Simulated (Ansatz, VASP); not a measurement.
# Two plane-wave programs on AlN

```
Al N
1.0
     3.18310    0.00000    0.00000
    -1.59155    2.75664    0.00000
     0.00000    0.00000    4.90663
Al N
2 2
Direct
  0.33333 0.66667 0.99832
  0.66667 0.33333 0.49832
  0.33333 0.66667 0.38668
  0.66667 0.33333 0.88668
```

Alike in both runs: functional r2SCAN; k mesh 9 × 9 × 6; occupations gaussian, width 0.02 eV; no spin polarisation.

Ansatz relaxed the structure, and its values are those at the end. VASP's run is a single point on that final structure, the one shown.

|  | VASP | Ansatz |
| --- | --- | --- |
| version | VASP 6.6.1 | Ansatz 0.2.0 |
| potentials or method | VASP PAW PBE potentials, release 64 (Al, N) | scalar-relativistic, plane waves, PAW |
| plane-wave cutoff (eV) | 520 | 500 |
| valence electrons in the cell | 16 | 16 |

```tsv
	VASP	Ansatz	Ansatz less VASP
gap on the k mesh at the Fermi level (eV)	4.40	4.36	-0.037
least direct gap on the mesh (eV)	4.40	4.36	-0.037
pressure (GPa)	-7.6	-7.2	+0.40
```

With one functional, cell and mesh, what is left measures potentials, basis and numerics.

Caveats: the PAW data sets were made with another functional, which shifts forces and pressure a little (VASP); an odd mesh through Γ misses points on the zone boundary, where band edges often lie. r2SCAN opens gaps a little over a GGA but as a rule still falls short of measured ones.
